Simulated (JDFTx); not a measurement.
The system is Pd.

```
CELL_PARAMETERS angstrom
0.00000 1.94650 1.94650
1.94650 0.00000 1.94650
1.94650 1.94650 0.00000
ATOMIC_POSITIONS crystal
Pd 0.00000 0.00000 0.00000
```

- Program: JDFTx 1.7.0 (patched build)
- Task: relaxation of cell and atoms
- Functional: PBE
- Potentials or basis: SG15-PBE-1.2 with smoothed tails
- Cutoff: 1088 eV
- Density cutoff: 4354 eV
- k mesh: 12 × 12 × 12
- Occupations: fermi-dirac, width 0.05 eV
- Spin: no spin polarisation

At the start: pressure 6.8 GPa; volume 14.75 Å³/atom.

Question: Where does the relaxation end?

Answer: Over 6 steps the energy falls by 11.2 meV/atom and the volume is 15.30 Å³/atom (+3.7 %); space group Fm-3m (No. 225, to 0.05 Å).

Step by step:
| step | energy change (eV) | largest force (eV/Å) | pressure (GPa) | volume (Å³) |
| --- | --- | --- | --- | --- |
| 1 | 0.0000 | 0.0000 | 6.81 | 14.75 |
| 2 | -0.0052 | 0.0000 | 4.88 | 14.89 |
| 3 | -0.0111 | 0.0000 | 0.46 | 15.26 |
| 4 | -0.0112 | 0.0000 | 0.06 | 15.29 |
| 5 | -0.0112 | 0.0000 | 0.00 | 15.30 |
| 6 | -0.0112 | 0.0000 | 0.00 | 15.30 |

Final structure:
```
Pd
1.0
     0.00000    1.97028    1.97028
     1.97028    0.00000    1.97028
     1.97028    1.97028    0.00000
Pd
1
Cartesian
  0.0000 0.0000 0.0000
```
